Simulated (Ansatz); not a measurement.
**BiTe: do energies and stresses tell the same story?**

These are results of Ansatz, DFT PBE, scalar-relativistic, plane waves, PAW, not measurements.

Plane waves to 420 eV, a k mesh through Γ of 12×12×12 on the computed 2-atom cell and Gaussian smearing (0.10 eV); no spin polarisation.

Relaxed cell: Fm-3m, a = 6.502 Å, b = 6.502 Å, c = 6.502 Å, α = 90.00°, β = 90.00°, γ = 90.00°, 2 atoms in the primitive cell. Whether it is the stable form of this composition wasn't checked.

Energies at zero smearing and pressures from the stress tensor, at volumes with shape and atoms relaxed:
```
V (Å³/atom) E − E(first) (meV/atom) P (GPa)
     32.304                     0.00     3.33
     33.335                   -15.32     1.52
     34.366                   -19.90    -0.01
     35.397                   -15.45    -1.30
     36.428                    -3.38    -2.38
```

**Question.** Check P = −dE/dV between neighbouring volumes, and get the bulk modulus from the pressures alone.

**Answer.** With 1 eV/Å³ = 160.2 GPa:
```csv
middle V (Å³/atom),−ΔE/ΔV (GPa),mean P (GPa)
32.820,2.381,2.427
33.850,0.712,0.755
34.881,-0.692,-0.654
35.912,-1.876,-1.841
```

The two differ by 0.05 GPa at most. The mean of two end pressures misses the average over a step by about ΔV² P″/12, up to 0.03 GPa here; with that taken off 0.02 GPa remains. Around V = 34.366 Å³/atom, the two neighbours give B = −V ΔP/ΔV = 34.366 × 2.82 / 2.062 = 47.0 GPa, against B0 = 46.8 GPa from the Birch–Murnaghan fit of the energies.

Spin–orbit coupling is left out, which can shift energies with elements as heavy as these.